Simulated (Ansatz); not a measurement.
Li2S (Fm-3m) from a database of computed structures, relaxed with r2SCAN: space group Fm-3m (No. 225), cubic; conventional cell a = 5.691 Å, 15.36 Å³ an atom. Li is surrounded by 4 S at 2.46 Å; S is surrounded by 8 Li at 2.46 Å. One-shot G0W0@PBE in Ansatz on a 6×6×6 mesh (contour deformation, no spin-orbit coupling), from a PBE gap of 3.388 eV over the mesh points (the G0W0 gap is indirect on the mesh); the number N of bands summed and the screening cutoff rise together. No spin polarisation and no zero-point or thermal motion.

```
  N  cutoff (eV)  1000/N  G0W0 gap (eV)
143          120   6.993          4.942
347          220   2.882          5.083
```

Task: Lay a straight line in 1000/N through these rows.

Result: The slope is -0.0343 eV per unit of 1000/N and the intercept 5.182 eV.

Task: Predict the gap at N = 633 (300 eV).

Result: 5.182 + (-0.0343) × 1.580 = 5.128 eV; the run gives 5.123 eV, -0.005 eV from the line.

Task: With that run's result added, what limit do the last two rows suggest?

Result: Their slope is (5.123 − 5.083)/(1.580 − 2.882) = -0.0307, which meets 1/N = 0 at 5.17 eV, against 5.182 eV from the first line. The slope flattens, so the first line overshoots; the k mesh isn't extrapolated.
